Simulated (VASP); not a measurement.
# Sb (R-3m) in VASP: settings compared

One crystal, Sb, is run at these levels: PBE, PBE+D3(BJ), PBEsol; tasks: relaxation of cell and atoms.

All numbers are computed with VASP 6.6.1; they aren't measurements. Logs are shortened: lines on timing, memory, paths and dates and some standing lists are left out, and cuts for length are marked.

### 1 Starting point

Symmetry: R-3m, No. 166, trigonal system. Conventional cell: a = 4.301 Å, b = 4.301 Å, c = 11.232 Å, α = 90.00°, β = 90.00°, γ = 120.00°. Sb (site symmetry 3m) is surrounded by 3 Sb at 2.90 Å.

### 2 Relaxation of cell and atoms, PBE

Input file INCAR:

```
SYSTEM = Sb
PREC = Accurate ; ENCUT = 600
EDIFF = 1E-7 ; ISMEAR = 0
SIGMA = 0.1 ; LREAL = .FALSE.
LASPH = .TRUE. ; NELM = 100
ALGO = Normal ; ISIF = 3
LWAVE = .FALSE. ; LCHARG = .FALSE.
GGA = PE ; IBRION = 2
NSW = 90 ; EDIFFG = -0.005
```

Input file KPOINTS:

```
Automatic mesh
0
G
  12 12 12
  0 0 0
```

Input file POSCAR:

```
Sb
1.0
    2.1506000000      1.2416494900      3.7440000000
   -2.1506000000      1.2416494900      3.7440000000
    0.0000000000     -2.4832989800      3.7440000000
Sb
2
Direct
    0.2336400000      0.2336400000      0.2336400000
    0.7663600000      0.7663600000      0.7663600000
```

Potentials or basis: VASP PAW PBE potentials, release 64 (Sb).

On the command line:

```console
$ cat potpaw_PBE.64/Sb/POTCAR > POTCAR
$ mpirun -np 1 vasp_std > vasp.out
```

OUTCAR:

```text
SYSTEM = Sb
   PREC = Accurate
   ENCUT = 600
   EDIFF = 1E-7
   ISMEAR = 0
   LREAL = .FALSE.
   LASPH = .TRUE.
   NELM = 100
   ISIF = 3
   GGA = PE
   IBRION = 2
   NSW = 90
   EDIFFG = -0.005

 ion  position               nearest neighbor table
   1  0.234  0.234  0.234-   2 2.90   2 2.90   2 2.90   2 3.34   2 3.34   2 3.34
   2  0.766  0.766  0.766-   1 2.90   1 2.90   1 2.90   1 3.34   1 3.34   1 3.34

  LATTYP: Found a trigonal (rhomboedric) cell.
 ALAT       =     4.4926951617
 COS(alpha) =     0.5417152821

  Lattice vectors:

 A1 = (   2.1506000000,   1.2416494900,   3.7440000000)
 A2 = (  -2.1506000000,   1.2416494900,   3.7440000000)
 A3 = (   0.0000000000,  -2.4832989800,   3.7440000000)

Analysis of symmetry for initial positions (statically):
=====================================================================
 Subroutine PRICEL returns:
 Original cell was already a primitive cell.

 Routine SETGRP: Setting up the symmetry group for a
 trigonal (rhombohedral) supercell.

 Subroutine GETGRP returns: Found 12 space group operations
 (whereof 12 operations were pure point group operations)
 out of a pool of 12 trial point group operations.

The static configuration has the point symmetry D_3d.

Analysis of symmetry for dynamics (positions and initial velocities):
=====================================================================
 Subroutine PRICEL returns:
 Original cell was already a primitive cell.

 Routine SETGRP: Setting up the symmetry group for a
 trigonal (rhombohedral) supercell.

 Subroutine GETGRP returns: Found 12 space group operations
 (whereof 12 operations were pure point group operations)
 out of a pool of 12 trial point group operations.

The dynamic configuration has the point symmetry D_3d.

 Subroutine INISYM returns: Found 12 space group operations
 (whereof 12 operations are pure point group operations),
 and found     1 'primitive' translations

----------------------------------------------------------------------------------------

                                     Primitive cell

  volume of cell :      59.9854

  direct lattice vectors                    reciprocal lattice vectors
     2.150600000  1.241649490  3.744000000     0.232493258  0.134230045  0.089031339
    -2.150600000  1.241649490  3.744000000    -0.232493258  0.134230045  0.089031339
     0.000000000 -2.483298980  3.744000000     0.000000000 -0.268460090  0.089031339

  length of vectors
     4.492695162  4.492695162  4.492695163     0.282838115  0.282838115  0.282838115

  position of ions in fractional coordinates (direct lattice)
     0.233640000  0.233640000  0.233640000
     0.766360000  0.766360000  0.766360000

  ion indices of the primitive-cell ions
   primitive index   ion index
                 1           1
                 2           2

----------------------------------------------------------------------------------------

 KPOINTS: Automatic mesh

Automatic generation of k-mesh.
 Grid dimensions read from file:
 generate k-points for:   12   12   12

 Generating k-lattice:

  Cartesian coordinates                     Fractional coordinates (reciprocal lattice)
     0.019374438  0.011185837  0.007419278     0.083333333  0.000000000  0.000000000
    -0.019374438  0.011185837  0.007419278     0.000000000  0.083333333  0.000000000
     0.000000000 -0.022371674  0.007419278     0.000000000  0.000000000  0.083333333

  Length of vectors
     0.023569843  0.023569843  0.023569843

  Shift w.r.t. Gamma in fractional coordinates (k-lattice)
     0.000000000  0.000000000  0.000000000

 Subroutine IBZKPT returns following result:
 ===========================================

 Found    189 irreducible k-points:

 Following reciprocal coordinates:
            Coordinates               Weight
  0.000000  0.000000  0.000000      1.000000
  0.083333 -0.000000 -0.000000      6.000000
  0.166667 -0.000000  0.000000      6.000000
  0.250000 -0.000000  0.000000      6.000000
  0.333333 -0.000000  0.000000      6.000000
  0.416667  0.000000  0.000000      6.000000
[... 16 lines left out ...]
  0.500000  0.166667  0.000000     12.000000
 -0.416667  0.166667 -0.000000     12.000000
 [... further k-points ...]
   k-points           NKPTS =    189   k-points in BZ     NKDIM =    189   number of bands    NBANDS=      9
   number of dos      NEDOS =    301   number of ions     NIONS =      2
   total plane-waves  NPLWV =  46656
   dimension x,y,z NGX =    36 NGY =   36 NGZ =   36
   dimension x,y,z NGXF=    72 NGYF=   72 NGZF=   72
   ions per type =               2
   NGX,Y,Z   is equivalent  to a cutoff of  13.32, 13.32, 13.32 a.u.
   NGXF,Y,Z  is equivalent  to a cutoff of  26.64, 26.64, 26.64 a.u.
 SYSTEM =  Sb
   PREC   = accura    normal or accurate (medium, high low for compatibility)
   ISTART =      0    job   : 0-new  1-cont  2-samecut
   ICHARG =      2    charge: 1-file 2-atom 10-const
   ISPIN  =      1    spin polarized calculation?
   LNONCOLLINEAR =      F non collinear calculations
   LSORBIT =      F    spin-orbit coupling
   LASPH  =      T    aspherical Exc in radial PAW
   ENCUT  =  600.0 eV  44.10 Ry    6.64 a.u.   8.97  8.97  8.97*2*pi/ulx,y,z
   NELM   =    100;   NELMIN=  2; NELMDL= -5     # of ELM steps
   EDIFF  = 0.1E-06   stopping-criterion for ELM
   LREAL  =      F    real-space projection
   EDIFFG = -.5E-02   stopping-criterion for IOM
   NSW    =     90    number of steps for IOM
   IBRION =      2    ionic relax: 0-MD 1-quasi-New 2-CG
   NFREE  =      1    steps in history (QN), initial steepest desc. (CG)
   ISIF   =      3    stress and relaxation
   ISYM   =      2    0-nonsym 1-usesym 2-fastsym
   POTIM  = 0.5000    time-step for ionic-motion
   TEBEG  =    0.0;   TEEND  =   0.0 temperature during run
   PSTRESS=    0.0 pullay stress
   NELECT =      10.0000    total number of electrons
   NUPDOWN=      -1.0000    fix difference up-down
   EMIN   =  10.00;   EMAX   =-10.00  energy-range for DOS
   EFERMI =   0.00;   METHOD = LEGACY
   ISMEAR =     0;   SIGMA  =   0.10  broadening in eV -4-tet -1-fermi 0-gaus
   EFERMI_NEDOS =   21; number of points for ismear=-14 and -15
   IALGO  =     38    algorithm
   IMIX   =      4    mixing-type and parameters
     AMIX     =   0.40;   BMIX     =  1.00
     AMIX_MAG =   1.60;   BMIX_MAG =  1.00
  volume/ion in A,a.u.               =      29.99       202.40
  Fermi-wavevector in a.u.,A,eV,Ry     =   0.901003  1.702649 11.045297  0.811806
  Thomas-Fermi vector in A             =   2.024030
   LORBIT       =      0    0 simple, 1 ext, 2 COOP (PROOUT), +10 PAW based schemes
   GGA     = PE    functional components
   LHFCALC =     F    Hartree Fock is set to
   AEXX    =    0.0000 exact exchange contribution
   IVDW    =     0    specifies the selected vdW correction
   LEPSILON=     F    determine dielectric tensor
   LRPA    =     F    only Hartree local field effects (RPA)
 conjugate gradient relaxation of ions
 non-spin polarized calculation
 Gauss-broadening in eV      SIGMA  =   0.10
  energy-cutoff  :      600.00
  volume of cell :       59.99
 maximum number of plane-waves:      2034
   NGX = 17   NGY = 17   NGZ = 17

--------------------------------------- Ionic step        1  -------------------------------------------

 number of electron      10.0000000 magnetization

 Free energy of the ion-electron system (eV)
  ---------------------------------------------------
  ext. energy  EPLUGINS =         0.00000000
  ---------------------------------------------------
  free energy    TOTEN  =        -8.24361734 eV

  energy without entropy =       -8.24308177  energy(sigma->0) =       -8.24334955

------------------------ aborting loop because EDIFF is reached ----------------------------------------

  FORCE on cell =-STRESS in cart. coord.  units (eV):
  Direction    XX          YY          ZZ          XY          YZ          ZX
  --------------------------------------------------------------------------------------
  -------------------------------------------------------------------------------------
  Total        1.2626961      1.2626961      1.0494381      0.0000000      0.0000000      0.0000000
  in kB       33.7259110     33.7259110     28.0299081      0.0000000      0.0000000      0.0000000
  external PRESSURE =      31.8272434 kB  Pullay stress =       0.0000000 kB
[... 273 lines left out ...]
  energy  without entropy=       -8.2749074743  energy(sigma->0) =       -8.27522860

--------------------------------------- Ionic step        9  -------------------------------------------

 number of electron      10.0000000 magnetization

 Free energy of the ion-electron system (eV)
  ---------------------------------------------------
  ext. energy  EPLUGINS =         0.00000000
  ---------------------------------------------------
  free energy    TOTEN  =        -8.27555222 eV

  energy without entropy =       -8.27490507  energy(sigma->0) =       -8.27522864

 E-fermi :   6.6187     XC(G=0):  -9.3138

 val. band max:        6.5451585877   @ k =   0.4167   0.0833   0.0833
 cond. band min:       6.6305163982   @ k =   0.3333   0.1667   0.1667
 fundamental gap:      0.0853578105
 Fermi energy:         6.6187349606

 k-point     1 :       0.0000    0.0000    0.0000
  band No.  band energies     occupation
      1      -5.6772      2.00000
      2       1.6185      2.00000
      3       4.7230      2.00000
      4       4.9650      2.00000
      5       4.9650      2.00000
      6       8.6755      0.00000
      7       9.2705      0.00000
      8       9.2705      0.00000
      9      11.8133      0.00000
[... 265 lines left out ...]
 k-point    24 :      -0.4167    0.1667   -0.0000
  band No.  band energies     occupation
      1      -3.3103      2.00000
      2      -2.6033      2.00000
      3       3.1385      2.00000
      4       4.5179      2.00000
      5       5.0545      2.00000
      6       7.6104      0.00000
      7       7.8650      0.00000
      8       9.6200      0.00000
      9      13.1418      0.00000

 [... further k-points ...]
[... 5 lines left out ...]
  --------------------------------------------------------------------------------------
  -------------------------------------------------------------------------------------
  Total        0.0067727      0.0067727      0.0061248      0.0000000      0.0000000      0.0000000
  in kB        0.1708276      0.1708276      0.1544857      0.0000000      0.0000000      0.0000000
  external PRESSURE =       0.1653803 kB  Pullay stress =       0.0000000 kB
[... 17 lines left out ...]
  FREE ENERGIE OF THE ION-ELECTRON SYSTEM (eV)
  ---------------------------------------------------
  free  energy   TOTEN  =        -8.2755522235 eV

  energy  without entropy=       -8.2749050663  energy(sigma->0) =       -8.27522864

 reached required accuracy - stopping structural energy minimisation
```

Wall time 10 min (1 thread of Intel Xeon Platinum 8375C at 2.90GHz (Ice Lake), shared host); peak memory 0.31 GiB.

Results:

```
Free energy                            : -8.2756 eV
Relaxed volume                         : 31.76 Å³/atom
Relaxed cell                           : a = 4.587 Å, b = 4.587 Å, c = 4.587 Å, α = 57.00°, β = 57.00°, γ = 57.00°
Space group after relaxing (to 0.05 Å) : R-3m (No. 166)
Energy gained by relaxing              : 16.0 meV/atom
Ionic steps                            : 9
Pressure after relaxing                : 0.0 GPa
Band gap on the k mesh                 : none (metal or under the smearing width)
```

Step by step:
```tsv
step	energy change (eV)	largest force (eV/Å)	pressure (GPa)	volume (Å³)
1	0.0000	0.2616	3.18	59.99
2	-0.0168	0.2557	-1.75	65.31
3	-0.0311	0.0624	0.05	63.06
4	-0.0314	0.0449	0.03	63.15
5	-0.0317	0.0118	0.01	63.33
6	-0.0318	0.0031	0.00	63.41
7	-0.0319	0.0025	0.01	63.46
8	-0.0319	0.0018	0.01	63.51
9	-0.0319	0.0017	0.02	63.52
```

Final structure:
```
CELL_PARAMETERS angstrom
2.18864 1.26361 3.82799
-2.18864 1.26361 3.82799
0.00000 -2.52723 3.82799
ATOMIC_POSITIONS crystal
Sb 0.23326 0.23326 0.23326
Sb 0.76674 0.76674 0.76674
```

Spin-orbit coupling is left out, which matters for the levels of Sb. PBE usually gives volumes a little too large and moduli too small.

### 3 Relaxation of cell and atoms, PBE+D3(BJ)

INCAR: that of step 2 with these lines changed.

```diff
@@ -7,3 +7,4 @@
 LWAVE = .FALSE. ; LCHARG = .FALSE.
-GGA = PE ; IBRION = 2
-NSW = 90 ; EDIFFG = -0.005
+GGA = PE ; IVDW = 12
+IBRION = 2 ; NSW = 90
+EDIFFG = -0.005
```

KPOINTS is that of step 2.

POSCAR is that of step 2.

Potentials or basis: VASP PAW PBE potentials, release 64 (Sb).

On the command line:

```console
$ cat potpaw_PBE.64/Sb/POTCAR > POTCAR
$ mpirun -np 1 vasp_std > vasp.out
```

Run time: 9.4 min. Hardware: 1 thread of Intel Xeon Platinum 8375C at 2.90GHz (Ice Lake), shared host; peak memory 0.29 GiB.

It converged, with:

```yaml
Free_energy: -9.2051 eV
Relaxed_volume: 29.71 Å³/atom
Relaxed_cell: a = 4.438 Å, b = 4.438 Å, c = 4.438 Å, α = 58.30°, β = 58.30°, γ = 58.30°
Space_group_after_relaxing_to_0.05_Å: R-3m (No. 166)
Energy_gained_by_relaxing: 4.7 meV/atom
Ionic_steps: 9
Pressure_after_relaxing: 0.0 GPa
Band_gap_on_the_k_mesh: none (metal or under the smearing width)
Dispersion_energy_per_atom: -0.481 eV
```

Forces in eV/Å, atoms in the order of the input:
```
Sb   0.000  0.000 -0.003
Sb   0.000  0.000  0.003
```

The path:
| step | energy change (eV) | largest force (eV/Å) | pressure (GPa) | volume (Å³) |
| --- | --- | --- | --- | --- |
| 1 | 0.0000 | 0.2602 | 0.55 | 59.99 |
| 2 | -0.0041 | 0.0599 | -0.70 | 60.88 |
| 3 | -0.0042 | 0.0916 | -0.50 | 60.73 |
| 4 | -0.0072 | 0.0555 | -0.29 | 60.24 |
| 5 | -0.0092 | 0.0013 | 0.09 | 59.44 |
| 6 | -0.0092 | 0.0016 | 0.11 | 59.40 |
| 7 | -0.0094 | 0.0200 | -0.08 | 59.52 |
| 8 | -0.0094 | 0.0182 | -0.06 | 59.51 |
| 9 | -0.0094 | 0.0027 | 0.02 | 59.42 |

Final structure:
```yaml
crystal:
  lattice:
    - [2.16202, 1.24824, 3.66968]
    - [-2.16202, 1.24824, 3.66968]
    - [0.00000, -2.49648, 3.66968]
  atoms:
    - { symbol: Sb, position: [0.23674, 0.23674, 0.23674] }
    - { symbol: Sb, position: [0.76326, 0.76326, 0.76326] }
```

Levels at points of the mesh, in eV from the Fermi level:
```tsv
k point	band 3	band 4	band 5	band 6	band 7	band 8
(0.00, 0.00, 0.00)	-1.92	-1.78	-1.78	2.45	2.90	2.90
(0.50, 0.00, 0.00)	-1.67	-1.49	-0.28	-0.10	0.28	0.28
(0.50, 0.50, 0.00)	-5.55	-3.74	-3.69	1.69	5.13	5.51
(0.50, 0.50, 0.50)	-1.20	-1.20	-0.38	-0.04	-0.04	0.96
```

Caveat: pairwise dispersion overbinds metals, which lowers pressure and volume. Spin-orbit coupling is left out, which matters for the levels of Sb.

(Part 1 of 2 ends here.)
